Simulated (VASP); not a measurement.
**Results of a VASP single-point calculation on Ge (strained diamond)**

POSCAR

```
Ge
 1.0000000000000000
     0.0000000000000000    2.8652422471999999    2.8652422471999999
     2.8652422471999999    0.0000000000000000    2.8652422471999999
     2.8652422471999999    2.8652422471999999    0.0000000000000000
 Ge
   2
Cartesian
  0.0000000000000000  0.0000000000000000  0.0000000000000000
  1.4326211235999999  1.4326211235999999  1.4326211235999999
```

```yaml
gap_between_bands_v_and_c: 0.00 eV
least_direct_gap: 0.00 eV
```

Band v is the last that the valence electrons fill when counted band by band, and c is the next. Levels in eV from the top of v:

| point | v−1 | v | c | c+1 |
| --- | --- | --- | --- | --- |
| Γ | 0.00 | 0.00 | 0.00 | 2.54 |
| X | -2.94 | -2.94 | 0.80 | 0.80 |
| K | -4.14 | -2.52 | 1.18 | 4.01 |
| L | -1.35 | -1.35 | 0.07 | 3.73 |
| W | -3.72 | -3.72 | 4.17 | 4.17 |

Problem. Which of these levels of theory gave these results?
A. PBE
B. PBE0
C. LDA
D. HSE06
E. PBE with spin–orbit coupling
F. r²SCAN
G. PBEsol

Solution. A.

The INCAR was:

```
PREC = Accurate
GGA = PE
NBANDS = 21
SIGMA = 0.02
EDIFF = 1E-7
LWAVE = .FALSE.
LCHARG = .FALSE.
NSW = 0
LASPH = .TRUE.
ISIF = 2
IBRION = -1
ISMEAR = -1
NELM = 120
ENCUT = 520
LREAL = .FALSE.
```
